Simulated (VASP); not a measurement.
Runs of VASP 6.6.1 on ZrSe2. The cell holds a sheet with vacuum, 3 atoms: a = 3.780 Å, b = 3.780 Å, c = 19.160 Å, α = 90.00°, β = 90.00°, γ = 120.00°. The cell was built by a generator and needn't be a form met in nature.

```tsv
task	level	spin	cell	k mesh	cutoff (eV)	dipole correction	grid for exact exchange (PRECFOCK)	screening parameter	gap on the mesh (eV)	largest force (eV/Å)
relaxation of cell and atoms	PBE+D4	off	relaxed	12 × 12 × 1	600	no	-	-	0.41	-
work function	HSE06	off	P-3m1, 78.42 Å³/atom	6 × 6 × 1	520	yes	Fast	0.2 1/A	1.09	(a)
work function	PBE	non-collinear, zero start, SOC	P-3m1, 78.42 Å³/atom	12 × 12 × 1	520	yes	-	-	-	0.10
work function	PBE	off	P-3m1, 78.42 Å³/atom	12 × 12 × 1	520	yes	-	-	0.41	0.10
```

Alike in all rows: potentials or basis VASP PAW PBE potentials, release 64 (Se, Zr_sv); smearing gaussian 0.03 eV.

Question: Fill in the values left out.

Answer: (a) 0.19.

Caveats: the PAW data sets were made with another functional, which shifts forces and pressure a little (some runs).

A k mesh can miss the band edges, and rows without SOC leave out spin-orbit coupling on Se, Zr.
